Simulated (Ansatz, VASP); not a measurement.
# Al in VASP and in Ansatz

Contents of INCAR:

```
SYSTEM = Al
PREC     = Accurate       ! precision mode
ENCUT    = 520            ! plane-wave cutoff, eV
EDIFF    = 1E-7           ! SCF threshold, eV
ISMEAR   = -1             ! smearing method
SIGMA    = 0.1            ! smearing width, eV
LREAL    = .False.        ! projectors in reciprocal space
LASPH    = .True.         ! aspherical terms in the spheres
NELM     = 60             ! most SCF steps
ALGO     = Fast           ! electronic algorithm
ISIF     = 2              ! what is computed and relaxed
LWAVE    = .False.        ! write WAVECAR
LCHARG   = .False.        ! write CHGCAR
GGA      = PS             ! functional
NBANDS   = 8              ! bands
```

Contents of KPOINTS:

```
regular mesh
0
Gamma
  15 15 15
  0 0 0
```

POSCAR

```
Al
1.0
   -1.5630250241      1.5630250241      1.5630250241
    1.5630250241     -1.5630250241      1.5630250241
    1.5630250241      1.5630250241     -1.5630250241
Al
1
Direct
    0.0000000000      0.0000000000      0.0000000000
```

Input for Ansatz:

```yaml
crystal:
  lattice:
    - [-1.5630250241, 1.5630250241, 1.5630250241]
    - [1.5630250241, -1.5630250241, 1.5630250241]
    - [1.5630250241, 1.5630250241, -1.5630250241]
  atoms:
    - { symbol: Al, position: [0.0, 0.0, 0.0] }
hamiltonian:
  xc: pbesol
  pseudopotentials:
    kind: paw
    azcp:
      Al: "pseudopotentials/Al.paw.azcp"
basis:
  ecutwfc: 420
  fft_grid_basis: typed
kpoints:
  mp_grid: { grid: [15, 15, 15], shift: [0, 0, 0] }
magnetization:
  spin_polarized: false
scf:
  occupations: { method: fermi_dirac, width: 0.1 }
  lower_state_search: "off"
output:
  stress: true
```

Alike in both runs: task single point; functional PBEsol; k mesh 15 × 15 × 15; occupations fermi-dirac, width 0.1 eV; no spin polarisation.

|  | VASP | Ansatz |
| --- | --- | --- |
| version | VASP 6.6.1 | Ansatz 0.2.0 |
| potentials or method | VASP PAW PBE potentials, release 64 (Al) | plane waves (420 eV) with PAW, scalar-relativistic |
| plane-wave cutoff (eV) | 520 | 420 |
| valence electrons in the cell | 3 | 3 |

Ansatz gave:

| Item | Value |
| --- | --- |
| pressure (GPa) | 7.1 |

What did VASP give for the same quantities?

Pressure (GPa): 7.2.

Ansatz warned: «pseudo_functional_mismatch».

Caveats: the PAW data sets were made with another functional, which shifts forces and pressure a little (VASP).
